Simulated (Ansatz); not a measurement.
# Iridium, dhcp under r²SCAN: structure, energy and stiffness, part 2 of 2

Aim: take iridium in the dhcp structure, relax it, solve it on a dense k-mesh, then scale the cell to 7 volumes from 88 to 112 % of the relaxed one and try a fit of the equation of state. Spin polarisation is left out. The k-meshes are 13×13×4 for the relaxation; 17×17×5 for the dense run; 15×15×4 for the volumes.

Ansatz 0.2.0; DFT, r2SCAN, plane waves (500 eV) with PAW, scalar-relativistic. The steps go on from the part before.

## (6) The cell scaled to 96 % of its volume

Input file input.yaml:

```yaml
crystal:
  lattice:
    - [2.6831898863, 0.0, 0.0]
    - [-1.3415949432, 2.3237106048, 0.0]
    - [0.0, 0.0, 8.7704638102]
  atoms:
    - { symbol: Ir, position: [0.0, 0.0, 1.0] }
    - { symbol: Ir, position: [0.0, 0.0, 0.5] }
    - { symbol: Ir, position: [0.3333333333, 0.6666666667, 0.25] }
    - { symbol: Ir, position: [0.6666666667, 0.3333333333, 0.75] }
hamiltonian:
  xc: r2scan
  pseudopotentials:
    kind: paw
    azcp:
      Ir: "pseudopotentials/Ir.paw.azcp"
basis:
  ecutwfc: 500
  fft_grid_basis: typed
kpoints:
  mp_grid: { grid: [15, 15, 4], shift: [0, 0, 0] }
magnetization:
  spin_polarized: false
scf:
  occupations: { method: fermi_dirac, width: 0.1 }
  lower_state_search: "off"
output:
  stress: true
```

Run with:

```sh
$ ansatz run input.yaml --threads 1 --pin off --max-ram 3584MiB --backend cpu --events-out ev --progress --plain --runs-dir out
```

The log of the run, cut to the lines that bear on the results:

```text
[...]
Pseudopotentials: kind: paw
Pseudopotential: Ir, paw, valence charge 17, recommended cutoff 500 eV (meta_gga), <dir>
Functional definition: r2SCAN
[...]
Crystal: 4 atoms, lattice volume = 54.683 Å³
Basis set: ecut = 500 eV, 1387 PW (Γ), exchange–correlation on 80×80×256 points (64 copies of the dense FFT grid, shifted against one another)
Bands: 41, of which v1, the nominal top of the filled ones, is band 34 counted from 1 (33 counted from 0)
Symmetry: 24 space group operations
Space group: P63/mmc (ITA 194), of the structure as read, at distance tolerance 3.8e-5 Å
k-points: 81 of 900
[...]
SCF iter   1: F=-47794.682069 eV  HF=-47794.564555 eV  |F-HF|=1.18e-1  |Δ(HF+E_count)|=         —  Δρ=1.20e-2  dr2=2.66e-2  dr2_τ=1.61e-1  ethr=1.77e-3  ⟨swp⟩=6.0  Hψ=12025  notcnv=0  defer=5
[...]
SCF iter   7: F=-47794.691286 eV  HF=-47794.691286 eV  |F-HF|=6.38e-9  |Δ(HF+E_count)|=   4.39e-7  Δρ=1.01e-5  dr2=7.35e-8  dr2_τ=3.21e-9  ethr=1.47e-10  ⟨swp⟩=3.0  Hψ=13819  notcnv=0
[...]
SCF converged after 7 iterations
Free energy (F): -47794.691286 eV
[...]
E sigma→0 (E₀):  -47794.636503 eV
Entropy (-TS):   -0.109567 eV (-27.392 meV/atom)
Fermi energy:    26.732790 eV
[...]
--- Stress (GPa, compression-positive) ---
       16.832727      -0.000000       0.000000
       -0.000000      16.832727       0.000000
        0.000000       0.000000      16.756582
  P = ⅓ Tr σ = 16.8073 GPa (168.073 kbar)
```

It took 27 s on 1 thread of Intel Xeon Platinum 8259CL at 2.50GHz (Skylake/Cascade Lake), shared host; peak memory 0.72 GiB.

## (7) The cell scaled to 100 % of its volume

input.yaml: that of step 6 with these lines changed.

```diff
@@ -2,5 +2,5 @@
   lattice:
-    - [2.6831898863, 0.0, 0.0]
-    - [-1.3415949432, 2.3237106048, 0.0]
-    - [0.0, 0.0, 8.7704638102]
+    - [2.7199504802, 0.0, 0.0]
+    - [-1.3599752401, 2.3555462129, 0.0]
+    - [0.0, 0.0, 8.8906220815]
   atoms:
```

Run with:

```sh
$ ansatz run input.yaml --threads 1 --pin off --max-ram 3584MiB --backend cpu --events-out ev --progress --plain --runs-dir out
```

The log of the run, cut to the lines that bear on the results:

```text
[...]
[... 3 set-up lines as earlier in the session ...]
[...]
Crystal: 4 atoms, lattice volume = 56.962 Å³
Basis set: ecut = 500 eV, 1389 PW (Γ), exchange–correlation on 80×80×288 points (64 copies of the dense FFT grid, shifted against one another)
Bands: 41, of which v1, the nominal top of the filled ones, is band 34 counted from 1 (33 counted from 0)
[... 2 set-up lines as earlier in the session ...]
k-points: 81 of 900
[...]
SCF iter   1: F=-47794.795460 eV  HF=-47794.691353 eV  |F-HF|=1.04e-1  |Δ(HF+E_count)|=         —  Δρ=1.16e-2  dr2=2.52e-2  dr2_τ=1.35e-1  ethr=1.77e-3  ⟨swp⟩=5.9  Hψ=11783  notcnv=0  defer=8
[...]
SCF iter   8: F=-47794.805016 eV  HF=-47794.805016 eV  |F-HF|=1.33e-8  |Δ(HF+E_count)|=   6.20e-8  Δρ=5.08e-6  dr2=1.16e-8  dr2_τ=8.24e-10  ethr=1.47e-10  ⟨swp⟩=4.0  Hψ=10644  notcnv=0
[...]
SCF converged after 8 iterations
Free energy (F): -47794.805016 eV
[...]
E sigma→0 (E₀):  -47794.745769 eV
Entropy (-TS):   -0.118493 eV (-29.623 meV/atom)
Fermi energy:    25.388466 eV
[...]
--- Stress (GPa, compression-positive) ---
       -0.079782       0.000000      -0.000000
        0.000000      -0.079782       0.000000
       -0.000000       0.000000      -0.232380
  P = ⅓ Tr σ = -0.1306 GPa (-1.306 kbar)
```

Run time: 22 s. Hardware: 1 thread of Intel Xeon Platinum 8259CL at 2.50GHz (Skylake/Cascade Lake), shared host; peak memory 0.73 GiB.

## (8) The cell scaled to 104 % of its volume

input.yaml: that of step 7 with these lines changed.

```diff
@@ -2,5 +2,5 @@
   lattice:
-    - [2.7199504802, 0.0, 0.0]
-    - [-1.3599752401, 2.3555462129, 0.0]
-    - [0.0, 0.0, 8.8906220815]
+    - [2.7557434069, 0.0, 0.0]
+    - [-1.3778717035, 2.3865437967, 0.0]
+    - [0.0, 0.0, 9.0076173676]
   atoms:
```

Run with:

```sh
$ ansatz run input.yaml --threads 1 --pin off --max-ram 3584MiB --backend cpu --events-out ev --progress --plain --runs-dir out
```

The log of the run, cut to the lines that bear on the results:

```text
[...]
[... 3 set-up lines as earlier in the session ...]
[...]
Crystal: 4 atoms, lattice volume = 59.240 Å³
Basis set: ecut = 500 eV, 1461 PW (Γ), exchange–correlation on 96×96×288 points (64 copies of the dense FFT grid, shifted against one another)
Bands: 41, of which v1, the nominal top of the filled ones, is band 34 counted from 1 (33 counted from 0)
[... 1 set-up line as earlier in the session ...]
Space group: P63/mmc (ITA 194), of the structure as read, at distance tolerance 3.9e-5 Å
k-points: 81 of 900
[...]
SCF iter   1: F=-47794.695192 eV  HF=-47794.601825 eV  |F-HF|=9.34e-2  |Δ(HF+E_count)|=         —  Δρ=1.12e-2  dr2=2.40e-2  dr2_τ=1.14e-1  ethr=1.77e-3  ⟨swp⟩=5.9  Hψ=11662  notcnv=0  defer=6
[...]
SCF iter   8: F=-47794.704870 eV  HF=-47794.704870 eV  |F-HF|=2.02e-8  |Δ(HF+E_count)|=   1.16e-7  Δρ=6.00e-6  dr2=1.75e-8  dr2_τ=1.20e-9  ethr=1.47e-10  ⟨swp⟩=4.0  Hψ=10727  notcnv=0
[...]
SCF converged after 8 iterations
Free energy (F): -47794.704870 eV
[...]
E sigma→0 (E₀):  -47794.640875 eV
Entropy (-TS):   -0.127989 eV (-31.997 meV/atom)
Fermi energy:    24.145841 eV
[...]
--- Stress (GPa, compression-positive) ---
      -13.344276      -0.000000       0.000000
       -0.000000     -13.344276       0.000000
        0.000000       0.000000     -13.539876
  P = ⅓ Tr σ = -13.4095 GPa (-134.095 kbar)
```

Wall time 24 s (1 thread of Intel Xeon Platinum 8259CL at 2.50GHz (Skylake/Cascade Lake), shared host); peak memory 0.8 GiB.

## (9) The cell scaled to 108 % of its volume

input.yaml: that of step 8 with these lines changed.

```diff
@@ -2,5 +2,5 @@
   lattice:
-    - [2.7557434069, 0.0, 0.0]
-    - [-1.3778717035, 2.3865437967, 0.0]
-    - [0.0, 0.0, 9.0076173676]
+    - [2.7906299384, 0.0, 0.0]
+    - [-1.3953149692, 2.4167564192, 0.0]
+    - [0.0, 0.0, 9.1216499462]
   atoms:
```

Run with:

```sh
$ ansatz run input.yaml --threads 1 --pin off --max-ram 3584MiB --backend cpu --events-out ev --progress --plain --runs-dir out
```

The log of the run, cut to the lines that bear on the results:

```text
[...]
[... 3 set-up lines as earlier in the session ...]
[...]
Crystal: 4 atoms, lattice volume = 61.519 Å³
Basis set: ecut = 500 eV, 1557 PW (Γ), exchange–correlation on 96×96×288 points (64 copies of the dense FFT grid, shifted against one another)
Bands: 41, of which v1, the nominal top of the filled ones, is band 34 counted from 1 (33 counted from 0)
[... 2 set-up lines as earlier in the session ...]
k-points: 81 of 900
[...]
SCF iter   1: F=-47794.427567 eV  HF=-47794.343044 eV  |F-HF|=8.45e-2  |Δ(HF+E_count)|=         —  Δρ=1.09e-2  dr2=2.33e-2  dr2_τ=9.83e-2  ethr=1.77e-3  ⟨swp⟩=5.8  Hψ=11623  notcnv=0  defer=7
[...]
SCF iter   8: F=-47794.437404 eV  HF=-47794.437404 eV  |F-HF|=3.46e-8  |Δ(HF+E_count)|=   2.32e-7  Δρ=7.78e-6  dr2=3.07e-8  dr2_τ=2.11e-9  ethr=1.47e-10  ⟨swp⟩=4.0  Hψ=10781  notcnv=0
[...]
SCF converged after 8 iterations
Free energy (F): -47794.437404 eV
[...]
E sigma→0 (E₀):  -47794.368387 eV
Entropy (-TS):   -0.138033 eV (-34.508 meV/atom)
Fermi energy:    22.994416 eV
[...]
--- Stress (GPa, compression-positive) ---
      -23.702891      -0.000000       0.000000
        0.000000     -23.702891       0.000000
        0.000000       0.000000     -23.913978
  P = ⅓ Tr σ = -23.7733 GPa (-237.733 kbar)
```

It took 27 s on 1 thread of Intel Xeon Platinum 8259CL at 2.50GHz (Skylake/Cascade Lake), shared host; peak memory 0.8 GiB.

## (10) The cell scaled to 112 % of its volume

input.yaml: that of step 9 with these lines changed.

```diff
@@ -2,5 +2,5 @@
   lattice:
-    - [2.7906299384, 0.0, 0.0]
-    - [-1.3953149692, 2.4167564192, 0.0]
-    - [0.0, 0.0, 9.1216499462]
+    - [2.8246653652, 0.0, 0.0]
+    - [-1.4123326826, 2.4462319634, 0.0]
+    - [0.0, 0.0, 9.2329005439]
   atoms:
@@ -28 +28,5 @@
   stress: true
+  write_density: true
+  write_potential: true
+  elf: true
+  volumetric_format: npy
```

Run with:

```sh
$ ansatz run input.yaml --threads 1 --pin off --max-ram 3584MiB --backend cpu --events-out ev --progress --plain --runs-dir out
```

The log of the run, cut to the lines that bear on the results:

```text
[...]
[... 3 set-up lines as earlier in the session ...]
[...]
Crystal: 4 atoms, lattice volume = 63.797 Å³
Basis set: ecut = 500 eV, 1605 PW (Γ), exchange–correlation on 96×96×288 points (64 copies of the dense FFT grid, shifted against one another)
Bands: 41, of which v1, the nominal top of the filled ones, is band 34 counted from 1 (33 counted from 0)
[... 1 set-up line as earlier in the session ...]
Space group: P63/mmc (ITA 194), of the structure as read, at distance tolerance 4.0e-5 Å
k-points: 81 of 900
[...]
SCF iter   1: F=-47794.029576 eV  HF=-47793.952667 eV  |F-HF|=7.69e-2  |Δ(HF+E_count)|=         —  Δρ=1.07e-2  dr2=2.33e-2  dr2_τ=8.60e-2  ethr=1.77e-3  ⟨swp⟩=5.9  Hψ=11617  notcnv=0  defer=7
[...]
SCF iter   8: F=-47794.039730 eV  HF=-47794.039730 eV  |F-HF|=4.97e-8  |Δ(HF+E_count)|=   4.09e-7  Δρ=9.82e-6  dr2=5.10e-8  dr2_τ=3.45e-9  ethr=1.47e-10  ⟨swp⟩=9.1  Hψ=20816  notcnv=0
[...]
SCF converged after 8 iterations
Free energy (F): -47794.039730 eV
[...]
E sigma→0 (E₀):  -47793.965467 eV
Entropy (-TS):   -0.148526 eV (-37.131 meV/atom)
Fermi energy:    21.925023 eV
[...]
--- Stress (GPa, compression-positive) ---
      -31.737619       0.000000      -0.000000
        0.000000     -31.737619       0.000000
       -0.000000       0.000000     -31.944278
  P = ⅓ Tr σ = -31.8065 GPa (-318.065 kbar)
--- Band table (eV; the first three rows and the last of 81) ---
[...]
```

It took 33 s on 1 thread of Intel Xeon Platinum 8259CL at 2.50GHz (Skylake/Cascade Lake), shared host; peak memory 0.8 GiB.

Density in a lattice plane of the grid's cell (edges 2.82 and 9.23 Å, at 0.000 of the third edge), which holds Ir.

Ten even steps from ' ' (0.24 e/Å³) to '@' (8.88 e/Å³):
```
##++..      ..++
..              
                
                
      ......    
                
                
..              
##++..      ..++
@@@@--      --@@
##++..      ..++
..              
                
                
      ......    
                
                
..              
##++..      ..++
@@@@--      --@@
```
Columns run along the first of these edges and rows up along the second, over one cell in 8 and 20 even steps from the bottom left corner. Atoms in the plane (fractional): Ir at (0.00, 0.00), Ir at (0.00, 0.50).

ELF in the same plane.

Ten even steps from ' ' (0.23) to '@' (0.66):
```
@@@@++......++@@
::......  ......
  ....      ....
....  ..::..  ..
..    --++--    
....  ..::..  ..
  ....      ....
::......  ......
@@@@++......++@@
..%%##..::..##%%
@@@@++......++@@
::......  ......
  ....      ....
....  ..::..  ..
..    --++--    
....  ..::..  ..
  ....      ....
::......  ......
@@@@++......++@@
  %%##..::..##%%
```
Columns run along the first of these edges and rows up along the second, over one cell in 8 and 20 even steps from the bottom left corner. Atoms in the plane (fractional): Ir at (0.00, 0.00), Ir at (0.00, 0.50).

Both are smooth fields of the valence electrons: close to the nuclei they are not physical.

## (11) The equation of state

The cell was scaled evenly, with its shape and the fractional positions fixed.

```csv
V (Å³/atom),E − E₀ (meV/atom),P from the stress (GPa),P from the fit (GPa)
12.532,304.9,65.77,65.63
13.101,122.8,38.36,38.05
13.671,27.3,16.81,16.47
14.240,-0.1,-0.13,-0.45
14.810,26.2,-13.41,-13.72
15.380,94.3,-23.77,-24.13
15.949,195.0,-31.81,-32.27
```

A third-order Birch-Murnaghan fit gives V₀ = 14.224 Å³/atom, B₀ = 376 GPa and B₀′ = 5.1; it misses no point by more than 0.09 meV/atom.

Fit and stress differ a little: one follows E(σ → 0), the other the smeared free energy.

## (12) Results

The summary covers parts 1 to 2.

```
                      quantity                                   value
space group (spins left aside)                      P6_3/mmc (No. 194)
             conventional cell  a = 2.720 Å, c = 8.891 Å (c/a = 3.269)
                        volume                          14.240 Å³/atom
             shortest distance                                 2.720 Å
               gap on the mesh            none (levels filled in part)
               relative to fcc                            +45 meV/atom
                   V₀, B₀, B₀′            14.224 Å³/atom, 376 GPa, 5.1
```

In words: The relaxation enlarged the cell by 0.6 % in volume. It lies 45 meV/atom above the element's reference form at the same level (fcc, from a run of its own). No gap shows: it is a metal or semimetal at this level. B₀ comes out at 376 GPa, among the stiffest elements; letting shape and positions relax at each volume could only lower it. Relaxation kept the symmetry; phonons were not checked.
